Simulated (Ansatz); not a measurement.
# Sb (omega type): the cost of one run

Program: Ansatz 0.2.0. Level of theory: DFT PBE, with the methods named in each step. These are calculated values, not measurements.

## (1) Starting point

Symmetry: P6/mmm, No. 191, hexagonal system. The conventional cell has a = 5.388 Å, b = 5.388 Å, c = 3.341 Å, α = 90.00°, β = 90.00°, γ = 120.00°. Sb (site symmetry 6/mmm) is surrounded by 14 Sb at 3.34 to 3.53 Å. Sb (site symmetry -6m2) is surrounded by 11 Sb at 3.11 to 3.53 Å.

Structure file:

```cif
data_structure
_symmetry_space_group_name_H-M 'P6/mmm'
_symmetry_Int_Tables_number 191
_cell_length_a 5.3883
_cell_length_b 5.3883
_cell_length_c 3.3408
_cell_angle_alpha 90.000
_cell_angle_beta 90.000
_cell_angle_gamma 120.000
_cell_volume 84.00
loop_
_atom_site_label
_atom_site_type_symbol
_atom_site_symmetry_multiplicity
_atom_site_Wyckoff_symbol
_atom_site_fract_x
_atom_site_fract_y
_atom_site_fract_z
_atom_site_occupancy
Sb1 Sb 1 a 0.00000 0.00000 0.00000 1
Sb2 Sb 2 d 0.33333 0.66667 0.50000 1
```

The file gives the conventional cell by its symmetry; the runs use the cell typed in the input.

Whether this phase is the stable one at these pressures isn't tested.

Atoms are numbered in the order of the input: Sb1, Sb2, Sb3.

## (2) Cell relaxed at zero pressure, PAW

Input file input.yaml:

```yaml
crystal:
  lattice:
    - [5.388306874, 0.0, 0.0]
    - [-2.694153437, 4.6664106362, 0.0]
    - [0.0, 0.0, 3.3407502618]
  atoms:
    - { symbol: Sb, position: [0.0, 0.0, 0.0] }
    - { symbol: Sb, position: [0.3333333333, 0.6666666667, 0.5] }
    - { symbol: Sb, position: [0.6666666667, 0.3333333333, 0.5] }
kpoints:
  mp_grid: { grid: [7, 7, 9] }
scf:
  occupations: { method: fermi_dirac, width: 0.1 }
hamiltonian:
  xc: pbe
  pseudopotentials: { kind: paw }
output:
  forces: true
  stress: true
  write_density: true
  write_potential: true
  elf: true
  volumetric_format: npy
relax:
  f_tol: 0.005
  max_steps: 40
  cell: {}
```

On the command line:

```sh
$ ansatz run input.yaml --threads 1 --pin off --max-ram 3072MiB --backend cpu --events-out ev --progress --plain --runs-dir out
```

**Question.** How long does this run take on 1 thread of Arm Neoverse V1, shared host, and how much memory does it need?

About 25 s, with a peak of 0.38 GiB.
